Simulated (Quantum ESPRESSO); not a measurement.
Pb under changes of volume

One of the cells (30.323 Å³/atom); the others are scaled copies at fixed shape and fractional positions:

```
CELL_PARAMETERS angstrom
0.00000 2.47502 2.47502
2.47502 0.00000 2.47502
2.47502 2.47502 0.00000
ATOMIC_POSITIONS crystal
Pb 0.00000 0.00000 0.00000
```

- Program: Quantum ESPRESSO 7.5
- Functional: PBE
- Potentials or basis: PSlibrary FR PAW PBE
- Cutoff: 626 eV
- Density cutoff: 4354 eV
- k mesh: 5 × 5 × 5
- Occupations: cold, width 0.05 eV
- Spin: non-collinear spin, ferromagnetic start, spin-orbit coupling
- Starting moments: [[0.289, 0.289, 0.289]] μB

```csv
volume (Å³/atom),energy over the lowest point (meV/atom),pressure (GPa)
28.503,?,?
29.110,28.63,4.0
29.716,15.61,2.9
30.323,6.80,1.8
30.929,1.76,0.9
31.535,0.00,0.1
32.142,0.35,-0.4
```

Problem. What does the run at 28.503 Å³/atom give?

Solution. Energy over the lowest point 46.39 meV/atom; pressure 5.4 GPa.

Worked out: A Birch-Murnaghan fit of order 3 (a polynomial in V^(-2/3)) to the other rows has its minimum at 31.70 Å³/atom with B0 = V·E''(V) = 32 GPa (rough, since the energies scatter). It gives 47.15 meV/atom at 28.503 Å³/atom, against the run's 46.39, and -dE/dV = 5.7 GPa, against 5.4.

Energies are extrapolated to zero smearing.

Caveats: all runs use coarse meshes; non-collinear GGA energies in this program can be off by tens of meV an atom and hang on the start.
